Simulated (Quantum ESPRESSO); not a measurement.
# PtSe2 (Sudovikovite) (P-3m1) in Quantum ESPRESSO: further runs

One crystal, PtSe2 (Sudovikovite), is run at these levels: LDA, PBEsol, PBE; tasks: band structure.

All numbers are computed with Quantum ESPRESSO 7.5; they aren't measurements. Logs are shortened: lines on timing, memory, paths and dates and some standing lists are left out, and cuts for length are marked.

## Step 1: Starting point

Symmetry: P-3m1, No. 164, trigonal system. Conventional cell: a = 3.724 Å, b = 3.724 Å, c = 5.062 Å, α = 90.00°, β = 90.00°, γ = 120.00°. Pt (site symmetry -3m) has 6 Se at 2.49 Å as nearest neighbours. Se (site symmetry 3m) is surrounded by 3 Pt at 2.49 Å.

## Step 2: Band structure, LDA

Input file pw.in:

```
&CONTROL
  calculation = 'scf'
  prefix = 'pwscf'
  outdir = './tmp'
  pseudo_dir = './pseudo'
  tprnfor = .true.
  tstress = .true.
  disk_io = 'low'
/
&SYSTEM
  ibrav = 0
  A = 3.724
  nat = 3
  ntyp = 2
  ecutwfc = 86
  nbnd = 34
  occupations = 'smearing'
  smearing = 'fd'
  degauss = 0.00367493
/
&ELECTRONS
  conv_thr = 6d-10
  electron_maxstep = 120
  mixing_beta = 0.5
/
ATOMIC_SPECIES
Pt   195.0840 Pt.upf
Se    78.9710 Se.upf
CELL_PARAMETERS alat
   1.0000000000    0.0000000000    0.0000000000
  -0.5000000000    0.8660254038    0.0000000000
   0.0000000000    0.0000000000    1.3592910849
ATOMIC_POSITIONS alat
Pt     0.0000000000    0.0000000000    0.0000000000
Se     0.5000000000    0.2886751346    1.0194683136
Se     0.0000000000    0.5773502692    0.3398227712
K_POINTS automatic
8 8 5 0 0 0
```

Input file pp_density.in:

```
&INPUTPP
  prefix = 'pwscf'
  outdir = './tmp'
  filplot = 'density.dat'
  plot_num = 0
/
&PLOT
  nfile = 1
  filepp(1) = 'density.dat'
  iflag = 3
  output_format = 6
  fileout = 'density.cube'
/
```

Input file pp_potential.in:

```
&INPUTPP
  prefix = 'pwscf'
  outdir = './tmp'
  filplot = 'potential.dat'
  plot_num = 11
/
&PLOT
  nfile = 1
  filepp(1) = 'potential.dat'
  iflag = 3
  output_format = 6
  fileout = 'potential.cube'
/
```

Input file pp_elf.in:

```
&INPUTPP
  prefix = 'pwscf'
  outdir = './tmp'
  filplot = 'elf.dat'
  plot_num = 8
/
&PLOT
  nfile = 1
  filepp(1) = 'elf.dat'
  iflag = 3
  output_format = 6
  fileout = 'elf.cube'
/
```

Input file bands.in:

```
&CONTROL
  calculation = 'bands'
  prefix = 'pwscf'
  outdir = './tmp'
  pseudo_dir = './pseudo'
  disk_io = 'low'
  verbosity = 'high'
/
&SYSTEM
  ibrav = 0
  A = 3.724
  nat = 3
  ntyp = 2
  ecutwfc = 86
  nbnd = 34
  occupations = 'smearing'
  smearing = 'fd'
  degauss = 0.00367493
/
&ELECTRONS
  conv_thr = 1d-08
  electron_maxstep = 120
  mixing_beta = 0.5
  diago_full_acc = .true.
/
ATOMIC_SPECIES
Pt   195.0840 Pt.upf
Se    78.9710 Se.upf
CELL_PARAMETERS alat
   1.0000000000    0.0000000000    0.0000000000
  -0.5000000000    0.8660254038    0.0000000000
   0.0000000000    0.0000000000    1.3592910849
ATOMIC_POSITIONS alat
Pt     0.0000000000    0.0000000000    0.0000000000
Se     0.5000000000    0.2886751346    1.0194683136
Se     0.0000000000    0.5773502692    0.3398227712
K_POINTS crystal
60
 0.0000000000  0.0000000000  0.0000000000 1
 0.0714285714  0.0000000000  0.0000000000 1
 0.1428571429  0.0000000000  0.0000000000 1
 0.2142857143  0.0000000000  0.0000000000 1
 0.2857142857  0.0000000000  0.0000000000 1
 0.3571428571  0.0000000000  0.0000000000 1
 0.4285714286  0.0000000000  0.0000000000 1
 0.5000000000  0.0000000000  0.0000000000 1
 0.4583333333  0.0833333333  0.0000000000 1
 0.4166666667  0.1666666667  0.0000000000 1
 0.3750000000  0.2500000000  0.0000000000 1
 0.3333333333  0.3333333333  0.0000000000 1
 0.2962962963  0.2962962963  0.0000000000 1
 0.2592592593  0.2592592593  0.0000000000 1
 0.2222222222  0.2222222222  0.0000000000 1
 0.1851851852  0.1851851852  0.0000000000 1
 0.1481481481  0.1481481481  0.0000000000 1
 0.1111111111  0.1111111111  0.0000000000 1
 0.0740740741  0.0740740741  0.0000000000 1
 0.0370370370  0.0370370370  0.0000000000 1
 0.0000000000  0.0000000000  0.0000000000 1
 0.0000000000  0.0000000000  0.1250000000 1
 0.0000000000  0.0000000000  0.2500000000 1
 0.0000000000  0.0000000000  0.3750000000 1
 0.0000000000  0.0000000000  0.5000000000 1
 0.0625000000  0.0000000000  0.5000000000 1
 0.1250000000  0.0000000000  0.5000000000 1
 0.1875000000  0.0000000000  0.5000000000 1
 0.2500000000  0.0000000000  0.5000000000 1
 0.3125000000  0.0000000000  0.5000000000 1
 0.3750000000  0.0000000000  0.5000000000 1
 0.4375000000  0.0000000000  0.5000000000 1
 0.5000000000  0.0000000000  0.5000000000 1
 0.4583333333  0.0833333333  0.5000000000 1
 0.4166666667  0.1666666667  0.5000000000 1
 0.3750000000  0.2500000000  0.5000000000 1
 0.3333333333  0.3333333333  0.5000000000 1
 0.3000000000  0.3000000000  0.5000000000 1
 0.2666666667  0.2666666667  0.5000000000 1
 0.2333333333  0.2333333333  0.5000000000 1
 0.2000000000  0.2000000000  0.5000000000 1
 0.1666666667  0.1666666667  0.5000000000 1
 0.1333333333  0.1333333333  0.5000000000 1
 0.1000000000  0.1000000000  0.5000000000 1
 0.0666666667  0.0666666667  0.5000000000 1
 0.0333333333  0.0333333333  0.5000000000 1
 0.0000000000  0.0000000000  0.5000000000 1
 0.5000000000  0.0000000000  0.5000000000 1
 0.5000000000  0.0000000000  0.4166666667 1
 0.5000000000  0.0000000000  0.3333333333 1
 0.5000000000  0.0000000000  0.2500000000 1
 0.5000000000  0.0000000000  0.1666666667 1
 0.5000000000  0.0000000000  0.0833333333 1
 0.5000000000  0.0000000000  0.0000000000 1
 0.3333333333  0.3333333333  0.0000000000 1
 0.3333333333  0.3333333333  0.1000000000 1
 0.3333333333  0.3333333333  0.2000000000 1
 0.3333333333  0.3333333333  0.3000000000 1
 0.3333333333  0.3333333333  0.4000000000 1
 0.3333333333  0.3333333333  0.5000000000 1
```

Potentials or basis: PseudoDojo 0.4.1 SR LDA standard.

On the command line:

```sh
OMP_NUM_THREADS=1 pw.x -in pw.in > pw.out
OMP_NUM_THREADS=1 pp.x -in pp_density.in > pp_density.out
OMP_NUM_THREADS=1 pp.x -in pp_potential.in > pp_potential.out
OMP_NUM_THREADS=1 pp.x -in pp_elf.in > pp_elf.out
OMP_NUM_THREADS=1 pw.x -in bands.in > bands.out
```

pw.out:

```text
This program is part of the open-source Quantum ESPRESSO suite
     for quantum simulation of materials; please cite
[... 9 lines left out ...]
     --------------------
     sticks:   dense  smooth     PW     G-vecs:    dense   smooth      PW
     Sum        1159    1159    337                44151    44151    6643

     Using Slab Decomposition

     bravais-lattice index     =            0
     lattice parameter (alat)  =       7.0373  a.u.
     unit-cell volume          =     410.2690 (a.u.)^3
     number of atoms/cell      =            3
     number of atomic types    =            2
     number of electrons       =        50.00
     number of Kohn-Sham states=           34
     kinetic-energy cutoff     =      86.0000  Ry
     charge density cutoff     =     344.0000  Ry
     scf convergence threshold =      6.0E-10
     mixing beta               =       0.5000
     number of iterations used =            8  plain     mixing
     Exchange-correlation= SLA  PW   NOGX NOGC
                           (   1   4   0   0   0   0   0)

     celldm(1)=   7.037340  celldm(2)=   0.000000  celldm(3)=   0.000000
     celldm(4)=   0.000000  celldm(5)=   0.000000  celldm(6)=   0.000000

     crystal axes: (cart. coord. in units of alat)
               a(1) = (   1.000000   0.000000   0.000000 )
               a(2) = (  -0.500000   0.866025   0.000000 )
               a(3) = (   0.000000   0.000000   1.359291 )

     reciprocal axes: (cart. coord. in units 2 pi/alat)
               b(1) = (  1.000000  0.577350 -0.000000 )
               b(2) = (  0.000000  1.154701  0.000000 )
               b(3) = (  0.000000 -0.000000  0.735678 )

     PseudoPot. # 1 for Pt read from file:
     Pt.upf
     Pseudo is Norm-conserving + core correction, Zval = 18.0
     Generated using ONCVPSP code by D. R. Hamann
     Using radial grid of 1340 points,  8 beta functions with:
                l(1) =   0
                l(2) =   0
                l(3) =   1
                l(4) =   1
                l(5) =   2
                l(6) =   2
                l(7) =   3
                l(8) =   3

     PseudoPot. # 2 for Se read from file:
     Se.upf
     Pseudo is Norm-conserving + core correction, Zval = 16.0
     Generated using ONCVPSP code by D. R. Hamann
     Using radial grid of 1198 points,  6 beta functions with:
                l(1) =   0
                l(2) =   0
                l(3) =   1
                l(4) =   1
                l(5) =   2
                l(6) =   2

     atomic species   valence    mass     pseudopotential
     Pt               18.00   195.08400     Pt( 1.00)
     Se               16.00    78.97100     Se( 1.00)

     12 Sym. Ops., with inversion, found

   Cartesian axes

     site n.     atom                  positions (alat units)
         1        Pt     tau(   1) = (   0.0000000   0.0000000   0.0000000  )
         2        Se     tau(   2) = (   0.5000000   0.2886751   1.0194683  )
         3        Se     tau(   3) = (   0.0000000   0.5773503   0.3398228  )

     number of k points=    40  Fermi-Dirac smearing, width (Ry)=  0.0037
                       cart. coord. in units 2pi/alat
        k(    1) = (   0.0000000   0.0000000   0.0000000), wk =   0.0062500
        k(    2) = (   0.0000000   0.0000000   0.1471355), wk =   0.0125000
        k(    3) = (   0.0000000   0.0000000   0.2942710), wk =   0.0125000
        k(    4) = (   0.0000000   0.1443376   0.0000000), wk =   0.0375000
        k(    5) = (   0.0000000   0.1443376   0.1471355), wk =   0.0375000
        k(    6) = (   0.0000000   0.1443376   0.2942710), wk =   0.0375000
[... 32 lines left out ...]
        k(   39) = (  -0.1250000   0.5051815  -0.1471355), wk =   0.0750000
        k(   40) = (  -0.1250000   0.5051815  -0.2942710), wk =   0.0750000

     Dense  grid:    44151 G-vectors     FFT dimensions: (  45,  45,  60)

     Initial potential from superposition of free atoms

     starting charge      49.9998, renormalised to      50.0000
     Starting wfcs are   28 randomized atomic wfcs +    6 random wfcs

[... 42 lines left out ...]
    24.7379  25.2494

          k = 0.0000-0.5774 0.0000 (  5512 PWs)   bands (ev):

   -86.2817 -40.3720 -40.3651 -40.2710 -35.2223 -35.2210 -35.2204 -35.2203
   -35.2002 -35.1988 -35.1970 -35.1969 -35.1897 -35.1895  -0.4336  -0.3585
     6.1069   7.6467   8.1473   9.2279   9.7454   9.9320   9.9943  10.0666
    10.4857  14.0999  15.8155  18.2048  19.2183  20.4718  20.8253  24.6869
    24.7388  26.1818

          k = 0.0000-0.5774 0.1471 (  5520 PWs)   bands (ev):

   -86.2817 -40.3720 -40.3651 -40.2710 -35.2222 -35.2212 -35.2204 -35.2203
   -35.2000 -35.1988 -35.1972 -35.1970 -35.1896 -35.1895  -0.5066  -0.2455
     6.0004   7.5687   7.8669   8.9421   9.8721   9.9757  10.1740  10.1783
    10.9761  14.6329  15.3054  17.5394  18.6855  21.6653  22.0513  23.2813
    24.4356  26.8090

          k = 0.0000-0.5774 0.2943 (  5522 PWs)   bands (ev):

   -86.2817 -40.3720 -40.3651 -40.2710 -35.2220 -35.2214 -35.2205 -35.2201
   -35.1996 -35.1988 -35.1979 -35.1969 -35.1895 -35.1895  -0.5525  -0.1329
     5.8095   7.4592   7.6171   8.5901   9.9383   9.9794  10.2526  10.5607
    11.9165  14.5697  15.0105  17.5310  18.3800  21.0520  23.2791  23.3305
    24.9694  26.5660

          k = 0.1250 0.2165 0.0000 (  5539 PWs)   bands (ev):

   -86.2818 -40.3660 -40.3635 -40.2713 -35.2218 -35.2214 -35.2208 -35.2201
   -35.2003 -35.1995 -35.1972 -35.1960 -35.1898 -35.1897  -1.7768   0.3186
     6.8546   7.2992   7.3343   8.7535   8.9692  10.1232  11.5159  11.5298
    13.1730  14.4440  15.0147  18.9158  19.1823  20.4039  21.7325  22.2763
    22.7720  23.7531
[... 155 lines left out ...]
   -86.2817 -40.3706 -40.3646 -40.2711 -35.2217 -35.2214 -35.2208 -35.2202
   -35.1990 -35.1985 -35.1983 -35.1974 -35.1896 -35.1895  -0.5853  -0.4056
     6.3571   7.3354   7.4813   8.8220   9.4114  10.1838  10.2562  11.2142
    11.7516  14.6834  15.0394  17.7611  18.9290  21.0663  22.8293  23.2427
    24.3304  25.3360

          k =-0.1250 0.3608-0.1471 (  5528 PWs)   bands (ev):

   -86.2818 -40.3691 -40.3648 -40.2712 -35.2216 -35.2213 -35.2207 -35.2203
   -35.1997 -35.1985 -35.1981 -35.1969 -35.1897 -35.1896  -1.0762  -0.0690
     7.0545   7.3272   7.6849   8.4966   8.7312  10.0402  10.5953  11.1924
    11.8631  14.5847  15.2748  18.6346  19.9509  20.5345  21.8883  22.1110
    23.1312  25.3346

          k =-0.1250 0.3608-0.2943 (  5531 PWs)   bands (ev):

   -86.2818 -40.3691 -40.3648 -40.2712 -35.2217 -35.2212 -35.2208 -35.2203
   -35.1989 -35.1988 -35.1981 -35.1974 -35.1897 -35.1895  -0.7980  -0.3712
     6.7201   7.0433   7.7900   8.7180   8.9332  10.1204  10.8842  11.5226
    11.8446  14.0357  15.2136  18.7005  19.3949  21.5542  21.7005  22.5002
    23.0296  25.0693

          k =-0.1250 0.5052-0.1471 (  5512 PWs)   bands (ev):

   -86.2817 -40.3713 -40.3658 -40.2710 -35.2220 -35.2213 -35.2205 -35.2202
   -35.2002 -35.1982 -35.1978 -35.1969 -35.1896 -35.1895  -0.4736  -0.2937
     6.3351   7.4416   8.2838   8.3109   9.0511   9.9284  10.0654  10.7460
    11.4563  14.4513  15.0758  18.1281  19.5572  20.9162  22.4657  23.0124
    23.7352  25.7538

          k =-0.1250 0.5052-0.2943 (  5528 PWs)   bands (ev):

   -86.2817 -40.3713 -40.3658 -40.2710 -35.2219 -35.2214 -35.2204 -35.2204
   -35.1995 -35.1985 -35.1980 -35.1973 -35.1895 -35.1895  -0.4360  -0.2802
     6.1470   7.2192   7.9345   8.5284   9.1984   9.9718  10.0765  11.0738
    11.5521  14.3918  15.5255  18.2018  19.1286  21.1108  22.4872  22.9500
    23.9858  25.4078

     the Fermi energy is    13.4899 ev

!    total energy              =    -746.19132352 Ry
     estimated scf accuracy    <          2.4E-10 Ry
     smearing contrib. (-TS)   =      -0.00045517 Ry
     internal energy E=F+TS    =    -746.19086835 Ry

     The total energy is F=E-TS. E is the sum of the following terms:
     one-electron contribution =    -362.84096365 Ry
     hartree contribution      =     197.33771773 Ry
     xc contribution           =    -142.78745007 Ry
     ewald contribution        =    -437.90017236 Ry

     convergence has been achieved in   9 iterations

     Forces acting on atoms (cartesian axes, Ry/au):

     atom    1 type  1   force =     0.00000000    0.00000000    0.00000000
     atom    2 type  2   force =     0.00000000   -0.00000000   -0.00745682
     atom    3 type  2   force =     0.00000000    0.00000000    0.00745682

     Total force =     0.010546     Total SCF correction =     0.000072

     Computing stress (Cartesian axis) and pressure

          total   stress  (Ry/bohr**3)                   (kbar)     P=       -5.82
  -0.00001554   0.00000000   0.00000000           -2.29        0.00        0.00
   0.00000000  -0.00001554  -0.00000000            0.00       -2.29       -0.00
   0.00000000  -0.00000000  -0.00008755            0.00       -0.00      -12.88

=------------------------------------------------------------------------------=
   JOB DONE.
=------------------------------------------------------------------------------=
```

Run time: 3.9 min. Hardware: 1 thread of Arm Neoverse V2, shared host; peak memory 0.22 GiB.

What came out:

```yaml
Free_energy: -10152.4502 eV
Pressure: -0.6 GPa
Largest_force: 0.192 eV/Å
Band_gap_on_the_k_mesh: none (metal or under the smearing width)
```

Forces on the atoms (eV/Å):
```
Pt   0.000  0.000  0.000
Se   0.000  0.000 -0.192
Se   0.000  0.000  0.192
```

Levels at the corners of the path, in eV from the Fermi level:
```
point  band 21  band 22  band 23  band 24  band 25  band 26  band 27  band 28  band 29  band 30
    Γ    -4.02    -2.58    -1.08    -1.08     0.39     1.43     1.43     3.50     3.97     7.25
    M    -3.74    -3.56    -3.50    -3.42    -3.00     0.61     2.33     4.72     5.73     6.98
    K    -4.77    -3.78    -2.70    -1.83    -1.83    -0.04    -0.04     3.97     7.52     8.71
    Γ    -4.02    -2.58    -1.08    -1.08     0.39     1.43     1.43     3.50     3.97     7.25
    A    -4.05    -3.02    -1.74    -1.51    -1.51     2.28     2.28     4.71     6.19     6.74
    L    -3.54    -3.51    -3.23    -2.86    -1.39     0.96     1.46     4.47     4.64     7.13
    H    -4.54    -4.23    -3.67    -2.51    -2.51     1.97     1.97     6.45     7.21     7.21
    A    -4.05    -3.02    -1.74    -1.51    -1.51     2.28     2.28     4.71     6.19     6.74
    L    -3.54    -3.51    -3.23    -2.86    -1.39     0.96     1.46     4.47     4.64     7.13
    M    -3.74    -3.56    -3.50    -3.42    -3.00     0.61     2.33     4.72     5.73     6.98
    K    -4.77    -3.78    -2.70    -1.83    -1.83    -0.04    -0.04     3.97     7.52     8.71
    H    -4.54    -4.23    -3.67    -2.51    -2.51     1.97     1.97     6.45     7.21     7.21
```

Caveat: some levels on the path didn't converge; spin-orbit coupling is left out, which moves the levels of the heavy elements.

[end of part 1 of 2]
